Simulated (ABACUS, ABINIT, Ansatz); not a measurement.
# Sn: equilibrium volume by level of theory

It takes space group I4_1/amd (No. 141, tetragonal). Conventional cell: a = 5.880 Å, b = 5.880 Å, c = 3.199 Å, α = 90.00°, β = 90.00°, γ = 90.00°. Sn (site symmetry -4m2) has 6 Sn at 3.05 to 3.20 Å as nearest neighbours.

```tsv
rung	level	program and potentials	cutoff (eV)	k mesh	smearing	spin	core time	chip	equilibrium volume (Å³/atom)	notes
GGA + dispersion	PBE+D3(BJ)	Ansatz, all-electron LAPW, scalar-relativistic	-	9 × 9 × 9	fermi-dirac 0.05	off	60 s	Intel Xeon	27.22	-
GGA	PBE	Ansatz, all-electron LAPW, scalar-relativistic	-	9 × 9 × 9	fermi-dirac 0.05	off	61 s	Intel Xeon	28.43	-
GGA + dispersion	PBE+D4	Ansatz, all-electron LAPW, scalar-relativistic	-	9 × 9 × 9	fermi-dirac 0.05	off	62 s	Intel Xeon Platinum 8259CL Skylake/Cascade Lake	27.18	-
GGA	RPBE	Ansatz, all-electron LAPW, scalar-relativistic	-	9 × 9 × 9	fermi-dirac 0.05	off	65 s	Arm Neoverse V1	29.28	-
GGA + dispersion	RPBE+D4	Ansatz, all-electron LAPW, scalar-relativistic	-	9 × 9 × 9	fermi-dirac 0.05	off	68 s	Arm Neoverse V1	(a)	-
GGA + dispersion	revPBE+D3(BJ)	Ansatz, all-electron LAPW, scalar-relativistic	-	9 × 9 × 9	fermi-dirac 0.05	off	71 s	Intel Xeon	26.80	-
GGA + dispersion	revPBE+D4	Ansatz, all-electron LAPW, scalar-relativistic	-	9 × 9 × 9	fermi-dirac 0.05	off	92 s	Arm Neoverse N1	(b)	-
GGA + dispersion	PBEsol+D3(BJ)	Ansatz, all-electron LAPW, scalar-relativistic	-	9 × 9 × 9	fermi-dirac 0.05	off	2.2 min	Intel Xeon Skylake/Cascade Lake	25.75	-
LDA	LDA	Ansatz, all-electron LAPW, scalar-relativistic	-	9 × 9 × 9	fermi-dirac 0.05	off	2.5 min	Intel Xeon Skylake/Cascade Lake	26.18	-
LDA	LDA	ABACUS, GBRV ultrasoft 1.5 LDA, plane waves	544	7 × 7 × 7	fermi-dirac 0.05	off	3.6 min	Intel Xeon Platinum 8375C Ice Lake	25.78	far from this level's other runs, on another mesh
GGA	PBEsol	Ansatz, all-electron LAPW, relativistic spinors	-	7 × 7 × 7	fermi-dirac 0.1	SOC, no magnetisation	5.3 min	Intel Xeon Platinum 8259CL Skylake/Cascade Lake	26.82	coarse mesh
LDA	LDA	ABINIT, PseudoDojo NC SR LDA v0.4.1 standard	980	7 × 7 × 7	fermi-dirac 0.05	off	10 min	Arm Neoverse V2	(c)	-
```

Times are single runs on shared hosts and different chips, so they are rough; meshes, cutoffs and the tasks' sizes weigh on the time. Task: relaxation of cell and atoms. Smearing widths are in eV. For a metal such meshes aren't converged. Meshes differ between rows, which moves values too. Meshes are those of the run's cell of 2 atoms unless a note names another. Relaxations start from the cell shown or near it and stop with a little pressure left. Runs on faulty files, with rough fits or with known faults for this quantity aren't shown.

Problem. Estimate the values left out from the other rows.

Solution. (a) 26.91 Å³/atom; (b) 27.10 Å³/atom; (c) 26.11 Å³/atom.
